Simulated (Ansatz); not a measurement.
**Ge under pressure: fit and missing row**

Ge, P6_3/mmc, a = 3.996 Å, c = 6.603 Å. This isn't the element's structure at ambient conditions. Ansatz: r2SCAN, PAW, 500 eV, Γ-centred 12×12×6 mesh on 4 atoms, Gaussian smearing 0.01 eV; no spin polarisation. Cell and atoms are relaxed at each pressure, and no other structure is tried, so the rows at high pressure may lie past a change of phase.

```
V (Å³/atom) P (GPa)
          ?    39.99
     19.002    19.99
     20.471     9.99
     21.473     5.01
     22.237     1.96
     22.823    -0.01
     23.524    -1.98
```

Q: Take V0 = 22.823 Å³/atom, count pressures from its P0 = -0.01 GPa, fit the third-order Birch–Murnaghan form to the other rows, and predict the missing volume.

A: With the Eulerian strain f = ½[(V0/V)^(2/3) − 1] and y = (P − P0)/[3f(1 + 2f)^(5/2)], the form is the line y = B0 + 1.5 B0 (B0′ − 4) f. Rows (f, y): 0.06496, 75.6; 0.03760, 74.0; 0.02074, 72.9; 0.00875, 71.9; -0.00998, 69.2. Means f = 0.02441, y = 72.720; Σ(Δf)² = 0.003260, ΣΔfΔy = 0.2669; the slope is their ratio. y = 70.72 + 81.88 f GPa, so B0 = 70.7 GPa and B0′ = 4 + 2 × (81.88)/(3 × 70.72) = 4.77. P = 39.99 GPa is met at f = 0.10460 (y = 79.28), so V = V0 (1 + 2f)^(−3/2) = 17.164 Å³/atom. The run gave 17.095 Å³/atom, so the fit is 0.069 Å³/atom too high, 1.1 % of the span of the series, against an rms of 0.008 Å³/atom on the fitted rows. The row lies outside the fitted range. A fourth-order term fitted to the same rows gives P = 38.88 GPa at this row's volume (the line 40.96, the run 39.99), no gain.